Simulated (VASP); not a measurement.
# Te: restarted molecular dynamics, 2 variants

Te, Imma (no. 74), 8 atoms in the cell. PBE, molecular dynamics; PAW potentials Te (PBE set).

| Restart from | Temperature at the end (K) | The same without a restart (K) | Potential energy at the end (eV/atom) | The same without a restart (eV/atom) | Electronic steps in the first step after the restart | Time (s) |
|---|---|---|---|---|---|---|
| CONTCAR with velocities, WAVECAR read | 575.0 | 575.0 | -3.03882 | -3.03881 | 4 | 376 |
| CONTCAR with velocities, no WAVECAR | 575.0 | 575.0 | -3.03881 | -3.03881 | 14 | 347 |

Limits: 240 fs of 8 atoms are too short for converged averages.

## Input of the first row

INCAR.step1:
```
SYSTEM = Te
ALGO = Fast
EDIFF = 1E-6
ENCUT = 200
GGA = PE
IBRION = 0
ISIF = 2
ISMEAR = -1
ISYM = 0
KPAR = 2
LASPH = .TRUE.
LCHARG = .FALSE.
LREAL = Auto
LWAVE = .TRUE.
MDALGO = 4
NELM = 60
NELMIN = 4
NHC_NCHAINS = 3
NHC_PERIOD = 30
NSW = 30
POTIM = 4.0
PREC = Normal
RANDOM_SEED = 750923 0 0
SIGMA = 0.05
TEBEG = 1000
```

INCAR.step2, as INCAR.step1 but for:
```
- LWAVE = .TRUE.
+ LWAVE = .FALSE.
```

KPOINTS:
```
k-points
0
Monkhorst-Pack
  2 2 2
```

POSCAR.step1:
```
Te
1.0
    5.9155829272      0.0000000000      0.0000000000
    0.0000000000      7.7519313254      0.0000000000
    0.0000000000      0.0000000000      6.1406115540
Te
8
Direct
    0.5000000000      0.7500000000      0.1254645100
    0.5000000000      0.7500000000      0.6254645100
    0.5000000000      0.2500000000      0.3745354900
    0.5000000000      0.2500000000      0.8745354900
    0.0000000000      0.2500000000      0.3754645100
    0.0000000000      0.2500000000      0.8754645100
    0.0000000000      0.7500000000      0.1245354900
    0.0000000000      0.7500000000      0.6245354900
```

Commands (each step's output is kept before the next begins):
```
cat potpaw_PBE.64/Te/POTCAR > POTCAR
cp INCAR.step1 INCAR
cp POSCAR.step1 POSCAR
mpirun -np 2 vasp_std > vasp.out
cp CONTCAR POSCAR
cp INCAR.step2 INCAR
mpirun -np 2 vasp_std > vasp.out
```

Changes of the last row against the first:
```
(step 1)
- LWAVE = True
+ LWAVE = False
```

VASP 6.6.1 took 376 s on 2 cores (AMD EPYC 7571), a shared host.
